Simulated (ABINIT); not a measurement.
Crystal: BaZrO3.

```xyz
5
Lattice="4.1913 0.0000 0.0000 0.0000 4.1913 0.0000 0.0000 0.0000 4.1913" Properties=species:S:1:pos:R:3 pbc="T T T"
Ba    0.0000    0.0000    0.0000
Zr    2.0957    2.0957    2.0957
O     2.0957    2.0957    0.0000
O     2.0957    0.0000    2.0957
O     0.0000    2.0957    2.0957
```

Base run:

- Program: ABINIT 10.8.3 (patched build)
- Functional: PBEsol
- Potentials or basis: JTH PAW PBE v2.0
- Cutoff: 626 eV
- k mesh: 5 × 5 × 5
- Occupations: fermi-dirac, width 0.05 eV
- Spin: no spin polarisation

Its results: band gap on the k mesh 3.22 eV, indirect (least direct gap 3.33 eV); pressure -0.8 GPa.

Question: After a change of settings the same cell gave: band gap on the k mesh 3.11 eV, indirect (least direct gap 3.33 eV); pressure -0.8 GPa. Which change was it?
A. k mesh from 5 × 5 × 5 to 6 × 6 × 6
B. functional from PBEsol to SOGGA; k mesh from 5 × 5 × 5 to 6 × 6 × 6
C. functional from PBEsol to PBE
D. functional from PBEsol to PBE; k mesh from 5 × 5 × 5 to 6 × 6 × 6

Answer: A.

Caveats: this set's barium file shifts pressures by 1.5 GPa and gaps by 0.1 eV against other sets; the PAW data sets were made with another functional, which shifts forces and pressure a little; spin-orbit coupling is left out, which moves the levels of the heavy elements; an odd mesh through Γ misses points on the zone boundary, where band edges often lie (some runs).
